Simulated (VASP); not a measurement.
# Br (Immm) in VASP: a series of runs

The runs below take Br through single point, with r2SCAN.

All numbers are computed with VASP 6.6.1; they aren't measurements. Logs are shortened: lines on timing, memory, paths and dates and some standing lists are left out, and cuts for length are marked.

## Step 1: The crystal as given

Symmetry: Immm, No. 71, orthorhombic system. The conventional cell has a = 2.574 Å, b = 3.440 Å, c = 7.156 Å, α = 90.00°, β = 90.00°, γ = 90.00°. Around Br (site symmetry mmm) lie 2 Br at 2.57 Å.

## Step 2: Single point, r2SCAN

Contents of INCAR:

```
SYSTEM = Br
PREC = Accurate ; ENCUT = 350
EDIFF = 1E-6 ; ISMEAR = 0
SIGMA = 0.05 ; LREAL = .False.
LASPH = .True. ; NELM = 100
ALGO = Normal ; ISIF = 2
LWAVE = .False. ; LCHARG = .False.
METAGGA = R2SCAN ; LMIXTAU = .True.
NBANDS = 10 ; ADDGRID = .False.
```

Contents of KPOINTS:

```
regular mesh
0
Gamma
  3 3 3
  0 0 0
```

Contents of POSCAR:

```
Br
1.0
   -1.2867684050      1.7199972000      3.5779911600
    1.2867684050     -1.7199972000      3.5779911600
    1.2867684050      1.7199972000     -3.5779911600
Br
1
Direct
    0.0000000000      0.0000000000      0.0000000000
```

Potentials or basis: VASP PAW PBE potentials, release 64 (Br).

Started as:

```console
$ cat potpaw_PBE.64/Br/POTCAR > POTCAR
$ mpirun -np 1 vasp_std > vasp.out
```

OUTCAR:

```text
SYSTEM = Br
   PREC = Accurate
   ENCUT = 350
   EDIFF = 1E-6
   ISMEAR = 0
   LREAL = .False.
   LASPH = .True.
   NELM = 100
   ISIF = 2
   METAGGA = R2SCAN

 Found      8 irreducible k-points:

 Following reciprocal coordinates:
            Coordinates               Weight
  0.000000  0.000000  0.000000      1.000000
  0.333333  0.000000  0.000000      4.000000
 -0.000000  0.333333  0.000000      4.000000
  0.333333  0.333333 -0.000000      8.000000
 -0.333333  0.333333  0.000000      4.000000
 -0.333333  0.333333  0.333333      2.000000
   k-points           NKPTS =      8   k-points in BZ     NKDIM =      8   number of bands    NBANDS=     10
   number of dos      NEDOS =    301   number of ions     NIONS =      1
   total plane-waves  NPLWV =  21952
   dimension x,y,z NGX =    28 NGY =   28 NGZ =   28
   dimension x,y,z NGXF=    56 NGYF=   56 NGZF=   56
   ions per type =               1
   NGX,Y,Z   is equivalent  to a cutoff of  11.15, 11.15, 11.15 a.u.
   NGXF,Y,Z  is equivalent  to a cutoff of  22.31, 22.31, 22.31 a.u.
 SYSTEM =  Br
   PREC   = accura    normal or accurate (medium, high low for compatibility)
   ISTART =      0    job   : 0-new  1-cont  2-samecut
   ICHARG =      2    charge: 1-file 2-atom 10-const
   ISPIN  =      1    spin polarized calculation?
   LNONCOLLINEAR =      F non collinear calculations
   LSORBIT =      F    spin-orbit coupling
   LASPH  =      T    aspherical Exc in radial PAW
   ENCUT  =  350.0 eV  25.72 Ry    5.07 a.u.   6.37  6.37  6.37*2*pi/ulx,y,z
   NELM   =    100;   NELMIN=  2; NELMDL= -5     # of ELM steps
   EDIFF  = 0.1E-05   stopping-criterion for ELM
   LREAL  =      F    real-space projection
   EDIFFG = 0.1E-04   stopping-criterion for IOM
   NSW    =      0    number of steps for IOM
   IBRION =     -1    ionic relax: 0-MD 1-quasi-New 2-CG
   NFREE  =      0    steps in history (QN), initial steepest desc. (CG)
   ISIF   =      2    stress and relaxation
   ISYM   =      2    0-nonsym 1-usesym 2-fastsym
   POTIM  = 0.5000    time-step for ionic-motion
   TEBEG  =    0.0;   TEEND  =   0.0 temperature during run
   PSTRESS=    0.0 pullay stress
   NELECT =       7.0000    total number of electrons
   NUPDOWN=      -1.0000    fix difference up-down
   EMIN   =  10.00;   EMAX   =-10.00  energy-range for DOS
   EFERMI =   0.00;   METHOD = LEGACY
   ISMEAR =     0;   SIGMA  =   0.05  broadening in eV -4-tet -1-fermi 0-gaus
   EFERMI_NEDOS =   21; number of points for ismear=-14 and -15
   IALGO  =     38    algorithm
   IMIX   =      4    mixing-type and parameters
     AMIX     =   0.40;   BMIX     =  1.00
     AMIX_MAG =   1.60;   BMIX_MAG =  1.00
  volume/ion in A,a.u.               =      31.68       213.76
  Fermi-wavevector in a.u.,A,eV,Ry     =   0.989764  1.870383 13.328717  0.979633
  Thomas-Fermi vector in A             =   2.121386
   LORBIT       =      0    0 simple, 1 ext, 2 COOP (PROOUT), +10 PAW based schemes
   METAGGA = R2SCAN    functional components
   LHFCALC =     F    Hartree Fock is set to
   AEXX    =    0.0000 exact exchange contribution
   IVDW    =     0    specifies the selected vdW correction
   LEPSILON=     F    determine dielectric tensor
   LRPA    =     F    only Hartree local field effects (RPA)
 non-spin polarized calculation
 Gauss-broadening in eV      SIGMA  =   0.05
  energy-cutoff  :      350.00
  volume of cell :       31.68
 maximum number of plane-waves:       485
 NGX is ok and might be reduce to    28
   NGX = 13   NGY = 13   NGZ = 13

 number of electron       7.0000000 magnetization

 Free energy of the ion-electron system (eV)
  ---------------------------------------------------
  ext. energy  EPLUGINS =         0.00000000
  ---------------------------------------------------
  free energy    TOTEN  =       -13.66795474 eV

  energy without entropy =      -13.66618079  energy(sigma->0) =      -13.66706777

 E-fermi :  -0.1618     XC(G=0):  -8.6528

 val. band max:       -0.1850758582   @ k =  -0.3333   0.3333   0.3333
 cond. band min:      -0.0638907736   @ k =  -0.0000   0.3333   0.0000
 fundamental gap:      0.1211850846
 Fermi energy:        -0.1618478501

 k-point     1 :       0.0000    0.0000    0.0000
  band No.  band energies     occupation
      1     -16.5528      2.00000
      2      -2.1373      2.00000
      3      -1.4504      2.00000
      4       4.1548      0.00000
      5       5.8431      0.00000
      6       9.7510      0.00000
      7      12.6167      0.00000
      8      13.7151      0.00000
      9      15.1573      0.00000
     10      20.9591      0.00000

 k-point     2 :       0.3333    0.0000    0.0000
  band No.  band energies     occupation
      1     -16.1861      2.00000
      2      -3.9024      2.00000
      3      -2.4004      2.00000
      4       4.2757      0.00000
      5       7.2849      0.00000
      6      10.8693      0.00000
      7      13.9188      0.00000
      8      14.3782      0.00000
      9      19.9272      0.00000
     10      21.1101      0.00000

 k-point     3 :      -0.0000    0.3333    0.0000
  band No.  band energies     occupation
      1     -14.5549      2.00000
      2      -4.0485      2.00000
      3      -1.1316      2.00000
      4      -0.0639      0.00559
      5       8.6418      0.00000
      6      10.7970      0.00000
      7      12.3118      0.00000
      8      13.9117      0.00000
      9      15.6783      0.00000
     10      18.0716      0.00000

 k-point     4 :       0.3333    0.3333   -0.0000
  band No.  band energies     occupation
      1     -14.2053      2.00000
      2      -3.8308      2.00000
      3      -2.2169      2.00000
      4      -1.2401      2.00000
      5       9.5206      0.00000
      6       9.8944      0.00000
      7      12.4084      0.00000
      8      15.9300      0.00000
      9      16.9764      0.00000
     10      19.2916      0.00000

 k-point     5 :      -0.3333    0.3333    0.0000
  band No.  band energies     occupation
      1     -14.2718      2.00000
      2      -3.7690      2.00000
      3      -2.0822      2.00000
      4      -0.7735      2.00000
      5       9.0334      0.00000
      6      10.3391      0.00000
      7      11.7805      0.00000
      8      12.0322      0.00000
      9      16.8270      0.00000
     10      20.1600      0.00000

 k-point     6 :      -0.3333    0.3333    0.3333
  band No.  band energies     occupation
      1     -14.4314      2.00000
      2      -4.1524      2.00000
      3      -2.1140      2.00000
      4      -0.1851      1.48881
      5      10.1400      0.00000
      6      10.5628      0.00000
      7      14.0650      0.00000
      8      15.5921      0.00000
      9      17.7009      0.00000
     10      18.1484      0.00000

 [... further k-points ...]

------------------------ aborting loop because EDIFF is reached ----------------------------------------

  FORCE on cell =-STRESS in cart. coord.  units (eV):
  Direction    XX          YY          ZZ          XY          YZ          ZX
  --------------------------------------------------------------------------------------
  -------------------------------------------------------------------------------------
  Total       -0.7030202     -0.9680108     -0.0023776      0.0000000      0.0000000      0.0000000
  in kB      -35.5591186    -48.9624806     -0.1202610      0.0000000      0.0000000      0.0000000
  external PRESSURE =     -28.2139534 kB  Pullay stress =       0.0000000 kB

 VOLUME and BASIS-vectors are now :
 -----------------------------------------------------------------------------
  energy-cutoff  :      350.00
  volume of cell :       31.68
      direct lattice vectors                 reciprocal lattice vectors
    -1.286768405  1.719997200  3.577991160     0.000000000  0.290698148  0.139743218
     1.286768405 -1.719997200  3.577991160     0.388570312  0.000000000  0.139743218
     1.286768405  1.719997200 -3.577991160     0.388570312  0.290698148  0.000000000

 POSITION                                       TOTAL-FORCE (eV/Angst)
 -----------------------------------------------------------------------------------
      0.00000      0.00000      0.00000        -0.000000      0.000000      0.000000
 -----------------------------------------------------------------------------------
    total drift:                               -0.000000     -0.000000      0.000000

  FREE ENERGIE OF THE ION-ELECTRON SYSTEM (eV)
  ---------------------------------------------------
  free  energy   TOTEN  =       -13.6679547421 eV

  energy  without entropy=      -13.6661807910  energy(sigma->0) =      -13.66706777
```

Wall time 17 s (1 thread of Intel Xeon Platinum 8375C at 2.90GHz (Ice Lake), shared host); peak memory 0.15 GiB.

These settings aren't checked as converged: the numbers below hold their error.

Results:

```yaml
Free_energy: -13.6680 eV
Pressure: -2.8 GPa
Band_gap_on_the_k_mesh: none (metal or under the smearing width)
```

Caveat: the k mesh is coarse (spacing up to 1.02 Å⁻¹), so the values aren't converged; the PAW data sets were made with another functional, which shifts forces and pressure a little; an odd number of electrons without spin polarisation forces a metal; a magnetic or distorted state may lie lower.

[end of part 1 of 2]
